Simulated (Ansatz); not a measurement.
**SrCl2: a trigonal deformation path**

The task here is to estimate one member of a computed series from the others.

Computed with Ansatz 0.2.0 (DFT PBE, scalar-relativistic, plane waves, PAW, unless a step's input says otherwise).

## The starting structure

Symmetry: Fm-3m, No. 225, cubic system. The conventional cell has a = 6.971 Å, b = 6.971 Å, c = 6.971 Å, α = 90.00°, β = 90.00°, γ = 90.00°. Around Sr (site symmetry m-3m) lie 8 Cl at 3.02 Å. Around Cl (site symmetry -43m) lie 4 Sr at 3.02 Å.

Coordinates:

```cif
data_structure
_symmetry_space_group_name_H-M 'Fm-3m'
_symmetry_Int_Tables_number 225
_cell_length_a 6.9710
_cell_length_b 6.9710
_cell_length_c 6.9710
_cell_angle_alpha 90.000
_cell_angle_beta 90.000
_cell_angle_gamma 90.000
_cell_volume 338.75
loop_
_atom_site_label
_atom_site_type_symbol
_atom_site_symmetry_multiplicity
_atom_site_Wyckoff_symbol
_atom_site_fract_x
_atom_site_fract_y
_atom_site_fract_z
_atom_site_occupancy
Sr1 Sr 4 a 0.00000 0.00000 0.00000 1
Cl1 Cl 8 c 0.25000 0.75000 0.75000 1
```

No relaxation comes first: the listed cell is the starting point.

## The reference cell

The reference gives a free energy of -5710.7235 eV, pressure 1.08 GPa, largest force 0.000 eV/Å and gap on the mesh 5.35 eV. It was computed beforehand with the settings of the runs below.

Set-up of the first run:

At fixed volume and fractional coordinates, lengths along (0.577, 0.577, 0.577) are scaled against those across it; ρ is that ratio over its starting value.

input.yaml

```yaml
crystal:
  lattice:
    - [-1.4638182731, 2.9276365463, 2.9276365463]
    - [2.9276365463, -1.4638182731, 2.9276365463]
    - [2.9276365463, 2.9276365463, -1.4638182731]
  atoms:
    - { symbol: Sr, position: [0.0, 0.0, 0.0] }
    - { symbol: Cl, position: [0.25, 0.25, 0.25] }
    - { symbol: Cl, position: [0.75, 0.75, 0.75] }
basis:
  ecutwfc: 420
kpoints:
  mp_grid: { grid: [6, 6, 6] }
hamiltonian:
  xc: pbe
scf:
  occupations: { method: gaussian, width: 0.05 }
output:
  forces: true
  stress: true
  eigenvalues: true
```

Run with:

```console
$ ansatz run input.yaml --threads 1 --pin off --max-ram 2560MiB --backend cpu --events-out ev --progress --plain --runs-dir out
```

Steps of the session up to this table: Point ρ = 0.500; ρ = 2.000; ρ = 0.710; At ρ = 1.410; Point ρ = 0.600; ρ = 0.850; Point ρ = 1.200; ρ = 1.700; At ρ = 0.930; ρ = 1.080.

One table of the session follows, with a row left open; its other results are not shown here.

Collected from the runs (energy zero: the undisturbed cell):

| ρ | ΔE (meV/atom) | pressure (GPa) | gap on the mesh (eV) |
| --- | --- | --- | --- |
| 0.500 | 4543.1 | 57.3 | 0.39 |
| 0.600 | 1722.2 | 27.8 | 3.50 |
| 0.710 | 523.0 | 11.0 | 5.04 |
| 0.850 | 73.4 | 2.8 | 5.34 |
| 0.930 | 11.3 | 1.4 | 5.35 |
| 1.000 | 0.0 | 1.1 | 5.35 |
| 1.080 | 8.1 | 1.4 | 5.36 |
| 1.200 | 33.0 | 2.4 | 5.44 |
| 1.410 | ? | ? | ? |
| 1.700 | 138.2 | 6.5 | 5.49 |
| 2.000 | 226.8 | 7.6 | 5.30 |

**Question.** Estimate the row for ρ = 1.410.

Worked estimate for «ΔE (meV/atom)». A straight line through the neighbours (1.200, 33.0) and (1.700, 138.2) gives 33.0 + (138.2 − 33.0) × (1.410 − 1.200) / (1.700 − 1.200) = 77.2; a parabola fitted to 4 rows on both sides gives 70.9.

The run gave: ΔE (meV/atom): 76.3; pressure (GPa): 4.4; gap on the mesh (eV): 5.53. In «ΔE (meV/atom)» the line misses by +0.9 and the parabola by -5.4.
